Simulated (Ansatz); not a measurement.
**Sn: an axial (c/a) deformation path**

The task here is to estimate one member of a computed series from the others.

Program: Ansatz 0.2.0. Level of theory: DFT PBEsol, scalar-relativistic, plane waves, PAW. These are calculated values, not measurements.

**The structure to begin with**

The structure is orthorhombic, space group Immm (No. 71). The conventional cell has a = 3.453 Å, b = 3.551 Å, c = 4.677 Å, α = 90.00°, β = 90.00°, γ = 90.00°. Sn (site symmetry mmm) has 12 Sn at 3.41 to 3.55 Å in its first shell of neighbours.

Coordinates:

```xyz
1
Lattice="-1.7265 1.7755 2.3383 1.7265 -1.7755 2.3383 1.7265 1.7755 -2.3383" Properties=species:S:1:pos:R:3 pbc="T T T"
Sn    0.0000    0.0000    0.0000
```

It goes back to an entry of the Materials Project, which need not be the stable form.

No relaxation comes first: the listed cell is the starting point.

**The reference cell**

Reference values: F = -5949.7321 eV; pressure -3.63 GPa; largest force 0.000 eV/Å; gap on the mesh none (metal). It was computed beforehand with the settings of the runs below.

The first run:

At fixed volume and fractional coordinates, lengths along (0.000, 0.000, 1.000) are scaled against those across it; ρ is that ratio over its starting value.

File input.yaml:

```yaml
crystal:
  lattice:
    - [-1.822650578, 1.8743867157, 2.0982342931]
    - [1.822650578, -1.8743867157, 2.0982342931]
    - [1.822650578, 1.8743867157, -2.0982342931]
  atoms:
    - { symbol: Sn, position: [0.0, 0.0, 0.0] }
basis:
  ecutwfc: 420
kpoints:
  mp_grid: { grid: [22, 22, 22] }
hamiltonian:
  xc: pbesol
scf:
  occupations: { method: gaussian, width: 0.15 }
output:
  forces: true
  stress: true
  eigenvalues: true
  write_density: true
  write_potential: true
  elf: true
  volumetric_format: npy
```

Launch:

```
$ ansatz run input.yaml --threads 1 --pin off --max-ram 2560MiB --backend cpu --events-out ev --progress --plain --runs-dir out
```

Among the steps run: Point ρ = 0.850; ρ = 1.200; Point ρ = 0.920; Point ρ = 1.100; ρ = 0.960; ρ = 1.050; ρ = 0.800; Point ρ = 1.300.

One of the session's tables, all rows but one given; the rest of the session is left out.

The scan, with free energies counted from the undisturbed cell:

```
    ρ  ΔE (meV/atom)  pressure (GPa)
0.800            9.7            -4.1
0.850            5.2            -3.9
0.920              ?               ?
0.960            0.4            -3.7
1.000            0.0            -3.6
1.050            0.2            -3.6
1.100            0.8            -3.6
1.200            5.5            -3.6
1.300           17.4            -3.4
```

**Question.** Estimate the row for ρ = 0.920.

Worked estimate for «ΔE (meV/atom)». A straight line through the neighbours (0.850, 5.2) and (0.960, 0.4) gives 5.2 + (0.4 − 5.2) × (0.920 − 0.850) / (0.960 − 0.850) = 2.1; a parabola fitted to 4 rows on both sides gives 1.4.

**Answer.** ΔE (meV/atom): 1.5; pressure (GPa): -3.8. In «ΔE (meV/atom)» the line misses by +0.6 and the parabola by -0.1.
